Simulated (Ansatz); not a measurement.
## Collinear states of CoO

Method: DFT PBE+U, scalar-relativistic, plane waves, PAW (Ansatz).

```xyz
2
Lattice="0.0000 2.3193 2.3193 2.3193 0.0000 2.3193 2.3193 2.3193 0.0000" Properties=species:S:1:pos:R:3 pbc="T T T"
Co    0.0000    0.0000    0.0000
O     1.1596    1.1596    1.1596
```

| Quantity | Value |
| --- | --- |
| plane-wave cutoff | 420 eV |
| Γ-centred k-mesh | 14×14×14 |
| occupation rule | Gaussian smearing, 0.02 eV |
| U_eff on Löwdin-orthogonalised atomic d orbitals | Co 3.32 eV |
| list of starting moments (μB, in atom order) | 3 0 |
| check for lower electronic states after the SCF | on |

Each order was relaxed in cell and atoms. A propagation vector, in units of the reciprocal vectors, doubles the cell, which takes an equally dense mesh. Site moments are spin moments in atom-centred spheres that scale with the neighbour distance. The states are those that the runs reached from these starts; a lower one can exist.

**Question.** Order the starts by the energy of the state that they reach, lowest first.
A. ferromagnetic
B. no spin
C. antiferromagnetic, doubled cell, propagation vector (0, 1/2, 1/2)

**Answer.** C (0.00 meV/atom), A (47.9 meV/atom), B (1091 meV/atom).

```tsv
start	ends	energy above lowest (meV/atom)	site moments (μB)	gap on mesh (eV)	volume (Å³/atom)
no spin	non-magnetic	1091	none over 0.05	metal	10.42
ferromagnetic	ferromagnetic	47.9	Co +2.48, O +0.20	0.43	12.48
antiferromagnetic, doubled cell, propagation vector (0, 1/2, 1/2)	antiferromagnetic	0.00	Co +2.40, Co -2.40	1.04	12.23
```

This zinc-blende form isn't the usual stable structure of the compound.

Cost: 3 runs of about 5.2 core-minutes in all, on Intel Xeon Processor @ 2.70GHz (shared hosts).